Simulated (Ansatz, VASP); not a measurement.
Two plane-wave programs on Pd

```
Pd
1.0
     2.71799    0.00000    0.00000
    -1.35900    2.35385    0.00000
     0.00000    0.00000    4.53267
Pd
2
Direct
  0.33333 0.66667 0.25000
  0.66667 0.33333 0.75000
```

Change from the starting cell: volume scaled by 0.9405, PAW files.

Alike in both runs: task electric field gradients; functional PBE; k mesh 15 × 15 × 8; occupations fermi-dirac, width 0.08 eV; no spin polarisation.

|  | VASP | Ansatz |
| --- | --- | --- |
| version | VASP 6.6.1 | Ansatz 0.2.0 |
| potentials or method | VASP PAW PBE potentials, release 64 (Pd) | PAW with Ansatz's default frozen-core files, scalar-relativistic |
| plane-wave cutoff (eV) | 520 | 420 |
| valence electrons in the cell | 20 | 36 |

|  | VASP | Ansatz | Ansatz less VASP |
| --- | --- | --- | --- |
| pressure (GPa) | 11.6 | 12.0 | +0.37 |
| largest component of the traceless stress (GPa) | 0.11 | 0.07 | -0.040 |
| Vzz of the field gradient on the site that differs most (V/Å²) | -11.6 | -17.4 | -5.77 |

The functional is the same, so the differences come from potentials, cutoffs and numerics. The two sets of potentials don't hold the same shells in valence. Ansatz warned: «gradients_without_spin_orbit».
